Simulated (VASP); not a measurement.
Here is a VASP 6.6.1 calculation.

File INCAR:

```
SYSTEM = SiC
PREC = Accurate
ENCUT = 520
EDIFF = 1E-6
ISMEAR = 0
SIGMA = 0.05
LREAL = .FALSE.
LASPH = .TRUE.
NELM = 80
ALGO = Normal
ISIF = 2
LWAVE = .FALSE.
LCHARG = .TRUE.
GGA = PE
LELF = .TRUE.
LVHAR = .TRUE.
NBANDS = 11
```

File KPOINTS:

```
regular mesh
0
G
  20 20 20
  0 0 0
```

File POSCAR:

```
SiC
1.0
    0.0000000000      1.9140014107      1.9140014107
    1.9140014107      0.0000000000      1.9140014107
    1.9140014107      1.9140014107      0.0000000000
C Si
1 1
Direct
    0.0000000000      0.0000000000      0.0000000000
    0.5000000000      0.5000000000      0.5000000000
```

Potentials or basis: VASP PAW PBE potentials, release 64 (C, Si).

Command:

```bash
$ cat potpaw_PBE.64/C/POTCAR potpaw_PBE.64/Si/POTCAR > POTCAR
$ mpirun -np 1 vasp_std > vasp.out
```

Problem. What does it give for the pressure?

Solution. 62.8 GPa.

Problem. Estimate the band gap on the k mesh.

Solution. 0.25 eV, indirect (least direct gap 5.28 eV).

Caveat: a pressure of tens of GPa on the cell as given is suspect, and the run, the potentials or the cell itself is likely at fault. A k mesh can miss the band edges.
